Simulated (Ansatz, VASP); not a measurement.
## Two plane-wave programs on Sn

```
CELL_PARAMETERS angstrom
1.75553 1.01355 5.43639
-1.75553 1.01355 5.43639
0.00000 -2.02711 5.43639
ATOMIC_POSITIONS crystal
Sn 0.09439 0.09439 0.09439
Sn 0.90561 0.90561 0.90561
```

Alike in both runs: functional r2SCAN; k mesh 6 × 6 × 6; occupations gaussian, width 0.1 eV; no spin polarisation.

Ansatz relaxed the structure, and its values are those at the end. VASP's run is a single point on that final structure, the one shown.

|  | VASP | Ansatz |
| --- | --- | --- |
| version | VASP 6.6.1 | Ansatz 0.2.0 |
| potentials or method | VASP PAW PBE potentials, release 64 (Sn_d) | scalar-relativistic, plane waves, PAW |
| plane-wave cutoff (eV) | 520 | 500 |
| valence electrons in the cell | 28 | 28 |

|  | VASP | Ansatz | Ansatz less VASP |
| --- | --- | --- | --- |
| gap on the k mesh at the Fermi level (eV) | none | none | - |
| pressure (GPa) | 0.0 | 0.0 | +0.02 |
| rms of the force components (eV/Å) | 0.005 | 0.008 | +0.0028 |

A gap of «none» marks a metal or a gap that the smearing closes.

Caveats: the PAW data sets were made with another functional, which shifts forces and pressure a little (VASP).
